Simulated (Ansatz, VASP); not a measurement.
**Two plane-wave programs on MoS2**

Contents of INCAR:

```
SYSTEM = MoS2
  PREC = Accurate
  ENCUT = 520
  EDIFF = 1E-7
  ISMEAR = -1
  SIGMA = 0.05
  LREAL = .False.
  LASPH = .True.
  NELM = 100
  ALGO = Normal
  ISIF = 2
  LWAVE = .False.
  LCHARG = .False.
  GGA = RP
  NBANDS = 35
```

File KPOINTS:

```
Automatic mesh
0
Gamma
  10 10 3
  0 0 0
```

File POSCAR:

```
MoS2
1.0
    3.1690000000      0.0000000000      0.0000000000
   -1.5845000000      2.7444345046      0.0000000000
    0.0000000000      0.0000000000     12.3240000000
Mo S
2 4
Direct
    0.6666666667      0.3333333333      0.7500000000
    0.3333333333      0.6666666667      0.2500000000
    0.6666666667      0.3333333333      0.3770000000
    0.3333333333      0.6666666667      0.8770000000
    0.6666666667      0.3333333333      0.1230000000
    0.3333333333      0.6666666667      0.6230000000
```

Contents of input.yaml:

```yaml
crystal:
  lattice:
    - [3.169, 0.0, 0.0]
    - [-1.5845, 2.7444345046, 0.0]
    - [0.0, 0.0, 12.324]
  atoms:
    - { symbol: Mo, position: [0.6666666667, 0.3333333333, 0.75] }
    - { symbol: Mo, position: [0.3333333333, 0.6666666667, 0.25] }
    - { symbol: S, position: [0.6666666667, 0.3333333333, 0.377] }
    - { symbol: S, position: [0.3333333333, 0.6666666667, 0.877] }
    - { symbol: S, position: [0.6666666667, 0.3333333333, 0.123] }
    - { symbol: S, position: [0.3333333333, 0.6666666667, 0.623] }
hamiltonian:
  xc: rpbe
  pseudopotentials: { kind: paw }
kpoints:
  mp_grid: { grid: [10, 10, 3] }
  band_path:
    path:
      - [[0.0, 0.0, 0.0], [0.5, 0.0, 0.0], [0.3333333333, 0.3333333333, 0.0], [0.0, 0.0, 0.0], [0.0, 0.0, 0.5], [0.5, 0.0, 0.5], [0.3333333333, 0.3333333333, 0.5], [0.0, 0.0, 0.5]]
      - [[0.5, 0.0, 0.5], [0.5, 0.0, 0.0]]
      - [[0.3333333333, 0.3333333333, 0.0], [0.3333333333, 0.3333333333, 0.5]]
    npoints: 14
scf:
  occupations: { method: fermi_dirac, width: 0.05 }
  n_extra_bands: 15
output:
  forces: true
  stress: true
  eigenvalues: true
  fatbands: false
```

Alike in both runs: functional RPBE; k mesh 10 × 10 × 3; occupations fermi-dirac, width 0.05 eV; no spin polarisation.

|  | VASP | Ansatz |
| --- | --- | --- |
| version | VASP 6.6.1 | Ansatz 0.2.0 |
| potentials or method | VASP PAW PBE potentials, release 64 (Mo_sv, S) | Ansatz PAW |
| plane-wave cutoff (eV) | 520 | 420 |
| valence electrons in the cell | 52 | 52 |
| task | single point | band structure |

|  | VASP | Ansatz | Ansatz less VASP |
| --- | --- | --- | --- |
| gap on the k mesh at the Fermi level (eV) | 0.99 | 0.97 | -0.016 |
| least direct gap on the mesh (eV) | 1.87 | 1.87 | -0.003 |
| pressure (GPa) | 4.5 | 4.7 | +0.23 |
| largest component of the traceless stress (GPa) | 0.30 | 0.35 | +0.053 |
| rms of the force components (eV/Å) | 0.011 | 0.000 | -0.0109 |

Atom by atom the forces differ by 0.011 eV/Å (rms over components). With one functional, cell and mesh, what is left measures potentials, basis and numerics.

Caveats: this functional lacks dispersion, which binds the layers, so the pressure and a relaxed spacing across them are unreliable; the PAW data sets were made with another functional, which shifts forces and pressure a little (VASP); an odd mesh through Γ misses points on the zone boundary, where band edges often lie (VASP); the PAW data sets come from PBE, with cores solved anew for the run's functional, which leaves a small shift of forces and pressure (Ansatz).
